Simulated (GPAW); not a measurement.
The system is Mg.

```
Mg
1.0
     3.20930    0.00000    0.00000
    -1.60465    2.77934    0.00000
     0.00000    0.00000    5.21030
Mg
2
Direct
  0.66667 0.33333 0.75000
  0.33333 0.66667 0.25000
```

* Program: GPAW 26.7.0
* Task: relaxation of cell and atoms
* Functional: PBE
* Dispersion: D3
* Potentials or basis: GPAW PAW data sets (gpaw-data 1.2.1)
* Cutoff: 800 eV
* Basis: pw
* k mesh: 7 × 7 × 4
* Occupations: fermi-dirac, width 0.05 eV
* Spin: no spin polarisation

At the start: pressure -1.5 GPa; volume 23.24 Å³/atom.

Q: How do energy, volume and symmetry change on relaxing?

A: Over 8 steps the energy falls by 11.5 meV/atom and the volume is 22.27 Å³/atom (-4.2 %); space group P6_3/mmc (No. 194, to 0.05 Å).

The path:
```tsv
step	energy change (eV)	largest force (eV/Å)	pressure (GPa)	volume (Å³)
1	0.0000	0.0000	-1.49	46.47
2	-0.0035	0.0000	-1.36	46.26
3	-0.0200	0.0001	0.49	43.83
4	-0.0203	0.0000	0.34	44.00
5	-0.0209	0.0001	0.12	44.27
6	-0.0223	0.0000	-0.11	44.60
7	-0.0230	0.0000	-0.14	44.68
8	-0.0230	0.0000	-0.05	44.54
```

Final structure:
```
Mg
1.0
     3.11047    0.00000    0.00000
    -1.55524    2.69375    0.00000
     0.00000    0.00000    5.31634
Mg
2
Direct
  0.66667 0.33333 0.75000
  0.33333 0.66667 0.25000
```

Caveat: later steps reuse the first step's grids; pairwise dispersion overbinds metals, which lowers pressure and volume.
